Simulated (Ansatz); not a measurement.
Clean, relaxed (001) surface of Na, space group P6_3/mmc (No. 194) (top face towards +c; atoms held fixed, by place in the list: 1, 2):

```xyz
5
Lattice="3.7196 0.0000 0.0000 -1.8598 3.2213 0.0000 0.0000 0.0000 29.1234" Properties=species:S:1:pos:R:3 pbc="T T T"
Na    1.8598    1.0738    8.5000
Na    0.0000    2.1475   11.5309
Na    1.8598    1.0738   14.5617
Na    0.0000    2.1475   17.5926
Na    1.8598    1.0738   20.6234
```

Method: Ansatz, DFT PBEsol, scalar-relativistic, plane waves, PAW. Cutoff 420 eV; k points 9×9×1 on the computed 5-atom cell (Γ-centred); Gaussian smearing, width 0.10 eV; no spin polarisation. A dipole correction removes the field between periodic images along c.

H (atom) is adsorbed on the top face, one adsorbate per 12.0 Å², and relaxed from 3 starting sites (fractions of a and b). E_ads counts from the clean slab and the free adsorbate (spin-polarised where it has unpaired electrons); negative means bound. Heights count from the highest slab atom after relaxation. Δφ is the top face's. Δp counts per cell along +c. Bonded neighbours lie within 1.25 times the sum of covalent radii (1.35 for H) and, on that scale, within 12 % of the closest. With the adsorbate the cell is lengthened along c to keep the vacuum.

```
                                                       start ends at E_ads (eV) height (Å) shortest contact  Δφ (eV)  Δp (e·Å)
                                    top (Na) at (0.67, 0.33) (0.67, 0.33), 1 bonded neighbour (Na)       -0.66        1.94       H–Na 1.94 Å    +4.04    -0.269
hollow (Na-Na-Na) at (0.00, 0.00), 1.0 Å under the top layer (0.00, 0.00), 3 bonded neighbours (Na), largest slab move 0.5 Å       -2.50        0.02       H–Na 2.15 Å    -0.31    +0.020
                              bridge (Na-Na) at (0.17, 0.83) (0.31, 0.69), 3 bonded neighbours (Na)       -2.54       -0.03       H–Na 2.15 Å    -0.81    +0.052
```

Among the sites tried, the lowest end comes from the bridge (Na-Na) at (0.17, 0.83) start; other sites may lie lower.

Each end is the local minimum or symmetric point that its start leads to. This isn't the usual crystal structure of Na.

The adsorbed runs have no spin polarisation, so weakly bound open-shell ends lie too high.